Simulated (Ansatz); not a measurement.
## BP: ε∞ with and without local fields

Plane-wave DFT in Ansatz with scalar-relativistic PAW potentials. The crystal relaxes under PBE to F-43m with a = 4.548 Å, 11.76 Å³/atom. No spin polarisation.

A sum over independent transitions (PBE, gap on the mesh 1.25 eV) gives a mean ε∞ of 9.50.

Question: What does self-consistent linear response to a field give, and why do the two differ?

Answer: 9.16, which is 3.6 % lower. The response calculation lets the induced density act back: the Hartree local fields oppose the polarisation and lower ε∞, more so where the density is uneven, while the exchange-correlation kernel raises it again by part of that. The net effect here is a decrease, as usual.